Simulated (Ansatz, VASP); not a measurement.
BaTiO3: VASP beside Ansatz

INCAR

```
SYSTEM = BaTiO3
PREC = Accurate
ENCUT = 520
EDIFF = 1E-8
ISMEAR = -1
SIGMA = 0.08
LREAL = .FALSE.
LASPH = .TRUE.
NELM = 60
ALGO = Normal
ISIF = 2
LWAVE = .FALSE.
LCHARG = .FALSE.
GGA = PE
LEFG = .TRUE.
NBANDS = 28
```

File KPOINTS:

```
regular mesh
0
G
  7 7 7
  0 0 0
```

Contents of POSCAR:

```
BaTiO3
1.0
    3.9998000000      0.0000000000      0.0000000000
    0.0000000000      3.9998000000      0.0000000000
    0.0000000000      0.0000000000      3.9778200000
Ba Ti O
1 1 3
Direct
    0.0000000000      0.0000000000      0.0000000000
    0.5000000000      0.5000000000      0.4820000000
    0.5000000000      0.5000000000      0.0160000000
    0.5000000000      0.0000000000      0.5150000000
    0.0000000000      0.5000000000      0.5150000000
```

Input for Ansatz:

```yaml
crystal:
  lattice:
    - [3.9998, 0.0, 0.0]
    - [0.0, 3.9998, 0.0]
    - [0.0, 0.0, 3.97782]
  atoms:
    - { symbol: Ba, position: [0.0, 0.0, 0.0] }
    - { symbol: Ti, position: [0.5, 0.5, 0.482] }
    - { symbol: O, position: [0.5, 0.5, 0.016] }
    - { symbol: O, position: [0.5, 0.0, 0.515] }
    - { symbol: O, position: [0.0, 0.5, 0.515] }
kpoints:
  mp_grid: { grid: [7, 7, 7] }
scf:
  occupations: { method: fermi_dirac, width: 0.08 }
hamiltonian:
  xc: pbe
  pseudopotentials: { kind: all_electron, datasets: crystal }
output:
  forces: true
  stress: true
  eigenvalues: true
  efg: { contact_densities: true }
```

Change from the starting cell: zz strain of -1 %, crystal datasets.

Alike in both runs: task electric field gradients; functional PBE; k mesh 7 × 7 × 7; occupations fermi-dirac, width 0.08 eV; no spin polarisation.

|  | VASP | Ansatz |
| --- | --- | --- |
| version | VASP 6.6.1 | Ansatz 0.2.0 |
| potentials or method | VASP PAW PBE potentials, release 64 (Ba_sv, Ti_sv, O) | all-electron PAW with datasets made for the crystal, scalar-relativistic |
| plane-wave cutoff (eV) | 520 | see its input |

VASP gave:

```
pressure (GPa)                                                 : 6.3
largest component of the traceless stress (GPa)                : 2.53
rms of the force components (eV/Å)                             : 0.092
Vzz of the field gradient on the site that differs most (V/Å²) : 12.4
```

Problem. Which values does Ansatz return?

Solution. Pressure (GPa): 4.5; largest component of the traceless stress (GPa): 2.41; rms of the force components (eV/Å): 0.088; Vzz of the field gradient on the site that differs most (V/Å²): 12.9.

Atom by atom the forces differ by 0.021 eV/Å (rms over components). Ansatz ran all-electron here, so the differences hold the error of VASP's frozen core and of both bases. Ansatz warned: «gradients_without_spin_orbit».

Caveats: spin-orbit coupling is left out, which moves the levels of the heavy elements; an odd mesh through Γ misses points on the zone boundary, where band edges often lie.
